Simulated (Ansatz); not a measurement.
A relaxed cell of Na is given with its symmetry left out. The cell was found from a structure generator's guess, not taken from experiment.

Method: Ansatz 0.2.0, DFT PBE, scalar-relativistic, plane waves, PAW. Cutoff 420 eV, Γ-centred mesh, Gaussian smearing, no spin polarisation.

```cif
data_structure
_symmetry_space_group_name_H-M 'P 1'
_symmetry_Int_Tables_number 1
_cell_length_a 5.8651
_cell_length_b 5.8651
_cell_length_c 3.4213
_cell_angle_alpha 90.000
_cell_angle_beta 90.000
_cell_angle_gamma 120.000
_cell_volume 101.92
loop_
_atom_site_label
_atom_site_type_symbol
_atom_site_fract_x
_atom_site_fract_y
_atom_site_fract_z
_atom_site_occupancy
Na1 Na 0.33333 0.66667 0.50000 1
Na2 Na 0.66667 0.33333 0.50000 1
```

Energies count from the standard state of Na at the same level.

Question: What space group does it have?

Answer: P6/mmm (No. 191). Conventional cell: a = 5.865 Å, c = 3.421 Å. Around Na lie 5 Na at 3.39–3.42 Å.

Question: How far does it lie from the standard state of Na?

Answer: +0.24 eV/atom. So it is a metastable form at best.

Question: Is it a metal?

Answer: Yes, bands cross the Fermi level on the 12×12×16 mesh.

The last run used a 12×12×16 mesh (in the run's order of axes) for its 2-atom cell and Gaussian smearing of 0.10 eV. Symmetry constrained the relaxation, so the result can be a saddle point.
